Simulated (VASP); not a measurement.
# Al2Pt (Fm-3m) in VASP: a series of runs

Aim: see how the results for Al2Pt move with the level of theory and the settings. Levels: PBE, LDA. Tasks: phonons, equation of state.

Program: VASP 6.6.1. These are calculated values, not measurements. Logs are shortened: lines on timing, memory, paths and dates and some standing lists are left out, and cuts for length are marked.

## Step 1: The structure

The structure is cubic, space group Fm-3m (No. 225). Conventional cell: a = 5.910 Å, b = 5.910 Å, c = 5.910 Å, α = 90.00°, β = 90.00°, γ = 90.00°. Around Pt (site symmetry m-3m) lie 8 Al at 2.56 Å. Al (site symmetry -43m) has 4 Pt at 2.56 Å as nearest neighbours.

## Step 2: Phonons, PBE

Input file POSCAR:

```
Al2Pt
1.0
    0.0000000000      2.9550000000      2.9550000000
    2.9550000000      0.0000000000      2.9550000000
    2.9550000000      2.9550000000      0.0000000000
Pt Al
1 2
Direct
    0.0000000000      0.0000000000      0.0000000000
    0.7500000000      0.7500000000      0.7500000000
    0.2500000000      0.2500000000      0.2500000000
```

Input file INCAR.step1:

```
SYSTEM = Al2Pt
  ALGO = Fast
  EDIFF = 1E-8
  EDIFFG = -0.002
  ENCUT = 600
  GGA = PE
  IBRION = 2
  ISIF = 3
  ISMEAR = -1
  KPAR = 2
  LASPH = .TRUE.
  LCHARG = .FALSE.
  LREAL = .FALSE.
  LWAVE = .FALSE.
  NELM = 100
  NSW = 40
  PREC = Accurate
  SIGMA = 0.05
```

Input file INCAR.step2:

```
SYSTEM = Al2Pt
  ALGO = Fast
  EDIFF = 1E-8
  ENCUT = 600
  GGA = PE
  IBRION = 6
  ISIF = 2
  ISMEAR = -1
  KPAR = 2
  LASPH = .TRUE.
  LCHARG = .FALSE.
  LREAL = .FALSE.
  LWAVE = .FALSE.
  NELM = 100
  NFREE = 2
  NSW = 1
  POTIM = 0.015
  PREC = Accurate
  SIGMA = 0.05
```

Input file KPOINTS:

```
k-points
0
G
  8 8 8
  0 0 0
```

Potentials or basis: VASP PAW PBE potentials, release 64 (Pt, Al).

The run is started by

```
cat potpaw_PBE.64/Pt/POTCAR potpaw_PBE.64/Al/POTCAR > POTCAR
cp INCAR.step1 INCAR
mpirun -np 2 vasp_std > vasp.out
cp CONTCAR POSCAR
cp INCAR.step2 INCAR
mpirun -np 2 vasp_std > vasp.out
```

OUTCAR:

```text
SYSTEM = Al2Pt
   EDIFF = 1E-8
   ENCUT = 600
   GGA = PE
   IBRION = 6
   ISIF = 2
   ISMEAR = -1
   LASPH = .TRUE.
   LREAL = .FALSE.
   NELM = 100
   NFREE = 2
   NSW = 1
   POTIM = 0.015
   PREC = Accurate

 ion  position               nearest neighbor table
   1  0.000  0.000  0.000-   2 2.57   2 2.57   2 2.57   3 2.57   3 2.57   3 2.57   3 2.57   2 2.57

   2  0.750  0.750  0.750-   1 2.57   1 2.57   1 2.57   1 2.57   3 2.97   3 2.97   3 2.97   3 2.97
                             3 2.97   3 2.97
   3  0.250  0.250  0.250-   1 2.57   1 2.57   1 2.57   1 2.57   2 2.97   2 2.97   2 2.97   2 2.97
                             2 2.97   2 2.97

  LATTYP: Found a face centered cubic cell.
 ALAT       =     5.9444421096

  Lattice vectors:

 A1 = (   0.0000000000,   2.9722210548,   2.9722210548)
 A2 = (   2.9722210548,   0.0000000000,   2.9722210548)
 A3 = (   2.9722210548,   2.9722210548,   0.0000000000)

Analysis of symmetry for initial positions (statically):
=====================================================================
 Subroutine PRICEL returns:
 Original cell was already a primitive cell.

 Routine SETGRP: Setting up the symmetry group for a
 face centered cubic supercell.

 Subroutine GETGRP returns: Found 48 space group operations
 (whereof 48 operations were pure point group operations)
 out of a pool of 48 trial point group operations.

The static configuration has the point symmetry O_h .

Analysis of symmetry for dynamics (positions and initial velocities):
=====================================================================
 Subroutine PRICEL returns:
 Original cell was already a primitive cell.

 Routine SETGRP: Setting up the symmetry group for a
 face centered cubic supercell.

 Subroutine GETGRP returns: Found 48 space group operations
 (whereof 48 operations were pure point group operations)
 out of a pool of 48 trial point group operations.

The dynamic configuration has the point symmetry O_h .

 Subroutine INISYM returns: Found 48 space group operations
 (whereof 48 operations are pure point group operations),
 and found     1 'primitive' translations

----------------------------------------------------------------------------------------

                                     Primitive cell

  volume of cell :      52.5138

[... 289 lines left out ...]
 number of electron      16.0000001 magnetization

 Free energy of the ion-electron system (eV)
  ---------------------------------------------------
  ext. energy  EPLUGINS =         0.00000000
  ---------------------------------------------------
  free energy    TOTEN  =       -16.24444789 eV

  energy without entropy =      -16.23170192  energy(sigma->0) =      -16.23807491

 E-fermi :   7.6635     XC(G=0): -10.6256

 val. band max:        7.6022706465   @ k =   0.2500   0.0000   0.3750
 cond. band min:       7.6713922996   @ k =   0.0000  -0.3750   0.1250
 fundamental gap:      0.0691216531
 Fermi energy:         7.6635495630

 k-point     1 :       0.0000    0.0000    0.0000
  band No.  band energies     occupation
      1      -2.4114      2.00000
      2       2.7274      2.00000
      3       2.7348      2.00000
      4       2.7432      2.00000
      5       4.0722      2.00000
      6       4.0726      2.00000
      7      10.5166      0.00000
      8      11.4889      0.00000
      9      11.5049      0.00000
     10      11.5188      0.00000
     11      13.0069      0.00000
     12      13.0104      0.00000
[... 331 lines left out ...]
 k-point    24 :      -0.3750    0.2500    0.1250
  band No.  band energies     occupation
      1       0.4691      2.00000
      2       1.7076      2.00000
      3       2.8911      2.00000
      4       3.3710      2.00000
      5       3.6302      2.00000
      6       4.2653      2.00000
      7       4.5201      2.00000
      8       6.7292      2.00000
      9       7.8163      0.09002
     10      11.5033      0.00000
     11      12.8077      0.00000
     12      14.4875      0.00000

 [... further k-points ...]
[... 5 lines left out ...]
  --------------------------------------------------------------------------------------
  -------------------------------------------------------------------------------------
  Total        0.0049579      0.0027028      0.0027028      0.0000000     -0.1174105      0.0000000
  in kB        0.1512651      0.0824628      0.0824628      0.0000000     -3.5821542      0.0000000
  external PRESSURE =       0.1053969 kB  Pullay stress =       0.0000000 kB
[... 18 lines left out ...]
  FREE ENERGIE OF THE ION-ELECTRON SYSTEM (eV)
  ---------------------------------------------------
  free  energy   TOTEN  =       -16.2444478885 eV

  energy  without entropy=      -16.2317019248  energy(sigma->0) =      -16.23807491

 INTERNAL STRAIN TENSORS FROM DISPLACED ATOMS
 ============================================

 INTERNAL STRAIN TENSOR FOR ION    1 for displacements in x,y,z  (eV/Angst):
          X           Y           Z          XY          YZ          ZX
  --------------------------------------------------------------------------------
  x     0.00000     0.00000     0.00000     0.00000     0.00000     0.00000
  y     0.00000     0.00000     0.00000     0.00000     0.00000     0.00000
  z     0.00000     0.00000     0.00000     0.00000     0.00000     0.00000

 INTERNAL STRAIN TENSOR FOR ION    3 for displacements in x,y,z  (eV/Angst):
          X           Y           Z          XY          YZ          ZX
  --------------------------------------------------------------------------------
  x    -0.00000    -0.00000    -0.00000     0.00000    -7.82808     0.00000
  y    -0.00000     0.00000    -0.00000     0.00000     0.00000    -7.82808
  z    -0.00000    -0.00000     0.00000    -7.82808     0.00000     0.00000

 Eigenvectors and eigenvalues of the dynamical matrix
 ----------------------------------------------------

   1 f  =    8.337037 THz    52.383147 2PiTHz  278.093613 cm-1    34.479198 meV
             X         Y         Z           dx          dy          dz
      0.000000  0.000000  0.000000    -0.000000    0.000000   -0.000000
      4.458332  4.458332  4.458332     0.081203    0.555738   -0.429606
      1.486111  1.486111  1.486111    -0.081203   -0.555738    0.429606
[... 43 lines left out ...]
   9 f/i=    0.004132 THz     0.025963 2PiTHz    0.137832 cm-1     0.017089 meV
             X         Y         Z           dx          dy          dz
      0.000000  0.000000  0.000000     0.152908   -0.868776   -0.068337
      4.458332  4.458332  4.458332     0.056950   -0.323570   -0.025452
      1.486111  1.486111  1.486111     0.056950   -0.323570   -0.025452

 ELASTIC MODULI CONTR FROM IONIC RELAXATION (kBar)
 Direction    XX          YY          ZZ          XY          YZ          ZX
 --------------------------------------------------------------------------------
 XX          -0.0000     -0.0000     -0.0000     -0.0000     -0.0000     -0.0000
 YY          -0.0000     -0.0000     -0.0000     -0.0000     -0.0000      0.0000
 ZZ          -0.0000     -0.0000     -0.0000      0.0000     -0.0000     -0.0000
 XY          -0.0000     -0.0000      0.0000   -487.3018      0.0000      0.0000
 YZ          -0.0000     -0.0000     -0.0000      0.0000   -487.3018      0.0000
 ZX          -0.0000      0.0000     -0.0000      0.0000      0.0000   -487.3018
 --------------------------------------------------------------------------------
```

OUTCAR.step1:

```text
SYSTEM = Al2Pt
   EDIFF = 1E-8
   EDIFFG = -0.002
   ENCUT = 600
   GGA = PE
   IBRION = 2
   ISIF = 3
   ISMEAR = -1
   LASPH = .TRUE.
[... 660 lines left out ...]
  -------------------------------------------------------------------------------------
  Total        0.0005166      0.0005166      0.0005166      0.0000000      0.0000000      0.0000000
  in kB        0.0157619      0.0157619      0.0157619      0.0000000      0.0000000      0.0000000
  external PRESSURE =       0.0157619 kB  Pullay stress =       0.0000000 kB
[... 18 lines left out ...]
  FREE ENERGIE OF THE ION-ELECTRON SYSTEM (eV)
  ---------------------------------------------------
  free  energy   TOTEN  =       -16.2450254869 eV

  energy  without entropy=      -16.2322636654  energy(sigma->0) =      -16.23864458

 reached required accuracy - stopping structural energy minimisation
```

It took 3.7 min on 2 MPI ranks of Intel Xeon Platinum 8375C at 2.90GHz (Ice Lake), shared host; peak memory 0.29 GiB.

Results:

* Relaxed volume: 17.50 Å³/atom
* Relaxed cell: a = 4.203 Å, b = 4.203 Å, c = 4.203 Å, α = 60.00°, β = 60.00°, γ = 60.00°
* Space group after relaxing (to 0.05 Å): Fm-3m (No. 225)
* Highest phonon frequency at Γ, LO-TO splitting left out: 278 cm⁻¹

The path:
| step | energy change (eV) | largest force (eV/Å) | pressure (GPa) | volume (Å³) |
| --- | --- | --- | --- | --- |
| 1 | 0.0000 | 0.0000 | 2.35 | 51.61 |
| 2 | 0.0010 | 0.0000 | -2.35 | 53.52 |
| 3 | -0.0065 | 0.0000 | 0.00 | 52.51 |

Final structure:
```xyz
3
Lattice="0.0000 2.9722 2.9722 2.9722 0.0000 2.9722 2.9722 2.9722 0.0000" Properties=species:S:1:pos:R:3 pbc="T T T"
Pt    0.0000    0.0000    0.0000
Al    4.4583    4.4583    4.4583
Al    1.4861    1.4861    1.4861
```

Phonon frequencies in cm⁻¹ (negative: imaginary):
```tsv
q point	frequencies
(0.000, 0.000, 0.000)	0 0 0 228 228 228 278 278 278
```

## Step 3: Equation of state, LDA, 16.09 Å³/atom (a relaxed cell with its volume scaled by 0.96)

Input file INCAR:

```
SYSTEM = Al2Pt
PREC     = Accurate       ! precision mode
ENCUT    = 520            ! plane-wave cutoff, eV
EDIFF    = 1E-6           ! SCF threshold, eV
ISMEAR   = -1             ! smearing method
SIGMA    = 0.05           ! smearing width, eV
LREAL    = .False.        ! projectors in reciprocal space
LASPH    = .True.         ! aspherical terms in the spheres
NELM     = 80             ! most SCF steps
ALGO     = Fast           ! electronic algorithm
ISIF     = 2              ! what is computed and relaxed
LWAVE    = .False.        ! write WAVECAR
LCHARG   = .False.        ! write CHGCAR
GGA      = CA             ! functional
```

Input file KPOINTS:

```
regular mesh
0
Gamma
  8 8 8
  0 0 0
```

Input file POSCAR:

```
Al2Pt                                   
1.0
    0.0000000000      2.8899479965      2.8899479965
    2.8899479965     -0.0000000000      2.8899479965
    2.8899479965      2.8899479965      0.0000000000
  Pt              Al            
     1     2
Direct
     0.0000000000000000    0.0000000000000000    0.0000000000000000
     0.7500000000000000    0.7500000000000000    0.7500000000000000
     0.2500000000000000    0.2500000000000000    0.2500000000000000
```

Potentials or basis: VASP PAW LDA potentials, release 64 (Pt, Al).

The run is started by

```
cat potpaw_LDA.64/Pt/POTCAR potpaw_LDA.64/Al/POTCAR > POTCAR
mpirun -np 1 vasp_std > vasp.out
```

Wall time 12 s (1 thread of Intel Xeon Platinum 8488C (Sapphire Rapids), shared host); peak memory 0.15 GiB.

It converged, with:

```
Free energy            : -18.5494 eV
Pressure               : 6.6 GPa
Band gap on the k mesh : none (metal or under the smearing width)
```

## Step 4: Equation of state, LDA, 16.43 Å³/atom (a relaxed cell with its volume scaled by 0.98)

INCAR is that of step 3.

KPOINTS is that of step 3.

Input file POSCAR:

```
Al2Pt                                   
1.0
    0.0000000000      2.9098793022      2.9098793022
    2.9098793022     -0.0000000000      2.9098793022
    2.9098793022      2.9098793022      0.0000000000
  Pt              Al            
     1     2
Direct
     0.0000000000000000    0.0000000000000000    0.0000000000000000
     0.7500000000000000    0.7500000000000000    0.7500000000000000
     0.2500000000000000    0.2500000000000000    0.2500000000000000
```

The run is started by

```
cat potpaw_LDA.64/Pt/POTCAR potpaw_LDA.64/Al/POTCAR > POTCAR
mpirun -np 1 vasp_std > vasp.out
```

It took 12 s on 1 thread of Intel Xeon Platinum 8488C (Sapphire Rapids), shared host; peak memory 0.16 GiB.

The run converged. Its results:

```
Free energy            : -18.5793 eV
Pressure               : 3.0 GPa
Band gap on the k mesh : none (metal or under the smearing width)
```

## Step 5: Equation of state, LDA, 16.76 Å³/atom

INCAR is that of step 4.

KPOINTS is that of step 4.

Input file POSCAR:

```
Al2Pt                                   
1.0
    0.0000000000      2.9295412452      2.9295412452
    2.9295412452     -0.0000000000      2.9295412452
    2.9295412452      2.9295412452      0.0000000000
  Pt              Al            
     1     2
Direct
     0.0000000000000000    0.0000000000000000    0.0000000000000000
     0.7500000000000000    0.7500000000000000    0.7500000000000000
     0.2500000000000000    0.2500000000000000    0.2500000000000000
```

The run is started by

```
cat potpaw_LDA.64/Pt/POTCAR potpaw_LDA.64/Al/POTCAR > POTCAR
mpirun -np 1 vasp_std > vasp.out
```

Wall time 12 s (1 thread of Intel Xeon Platinum 8488C (Sapphire Rapids), shared host); peak memory 0.16 GiB.

It converged, with:

| Quantity | Value |
| --- | --- |
| Free energy | -18.5888 eV |
| Pressure | 0.1 GPa |
| Band gap on the k mesh | none (metal or under the smearing width) |

## Step 6: Equation of state, LDA, 17.10 Å³/atom (a relaxed cell with its volume scaled by 1.02)

INCAR is that of step 5.

KPOINTS is that of step 5.

Input file POSCAR:

```
Al2Pt                                   
1.0
    0.0000000000      2.9489427460      2.9489427460
    2.9489427460     -0.0000000000      2.9489427460
    2.9489427460      2.9489427460      0.0000000000
  Pt              Al            
     1     2
Direct
     0.0000000000000000    0.0000000000000000    0.0000000000000000
     0.7500000000000000    0.7500000000000000    0.7500000000000000
     0.2500000000000000    0.2500000000000000    0.2500000000000000
```

Potentials or basis: VASP PAW LDA potentials, release 64 (Pt, Al).

The run is started by

```
cat potpaw_LDA.64/Pt/POTCAR potpaw_LDA.64/Al/POTCAR > POTCAR
mpirun -np 1 vasp_std > vasp.out
```

It took 13 s on 1 thread of Intel Xeon Platinum 8488C (Sapphire Rapids), shared host; peak memory 0.16 GiB.

It converged, with:

```yaml
Free_energy: -18.5801 eV
Pressure: -2.7 GPa
Band_gap_on_the_k_mesh: none (metal or under the smearing width)
```

## Step 7: Equation of state, LDA, 17.43 Å³/atom (a relaxed cell with its volume scaled by 1.04)

INCAR is that of step 6.

KPOINTS is that of step 6.

Input file POSCAR:

```
Al2Pt                                   
1.0
    0.0000000000      2.9680922615      2.9680922615
    2.9680922615     -0.0000000000      2.9680922615
    2.9680922615      2.9680922615      0.0000000000
  Pt              Al            
     1     2
Direct
     0.0000000000000000    0.0000000000000000    0.0000000000000000
     0.7500000000000000    0.7500000000000000    0.7500000000000000
     0.2500000000000000    0.2500000000000000    0.2500000000000000
```

The run is started by

```
cat potpaw_LDA.64/Pt/POTCAR potpaw_LDA.64/Al/POTCAR > POTCAR
mpirun -np 1 vasp_std > vasp.out
```

Run time: 13 s. Hardware: 1 thread of Intel Xeon Platinum 8488C (Sapphire Rapids), shared host; peak memory 0.16 GiB.

The run converged. Its results:

- Free energy: -18.5550 eV
- Pressure: -5.2 GPa
- Band gap on the k mesh: none (metal or under the smearing width)

## Step 8: Equation of state, LDA

This run uses another cell than the first one, of 16.76 Å³/atom, 0.974 times its volume.

Potentials or basis: VASP PAW LDA potentials, release 64 (Pt, Al).

No new run: the results of the series are fitted here.

What came out:

| Item | Value |
| --- | --- |
| Equilibrium volume | 16.76 Å³/atom |
| Bulk modulus | 145 GPa |
| Pressure derivative of the bulk modulus | 4.4 (rough: it moves with the points fitted) |

Energy against volume, from the lowest point:
| volume (Å³/atom) | energy (meV/atom) |
| --- | --- |
| 16.091 | 13.15 |
| 16.426 | 3.19 |
| 16.761 | 0.00 |
| 17.097 | 2.91 |
| 17.432 | 11.28 |

## Step 9: For comparison

An earlier run on the cell as given: functional PBEsol; potentials or basis VASP PAW PBE potentials, release 64 (Pt, Al); cutoff 520 eV; k mesh 8 × 8 × 8; occupations fermi-dirac, width 0.05 eV; no spin polarisation.

- Pressure: -1.0 GPa
- Band gap on the k mesh: none (metal or under the smearing width)
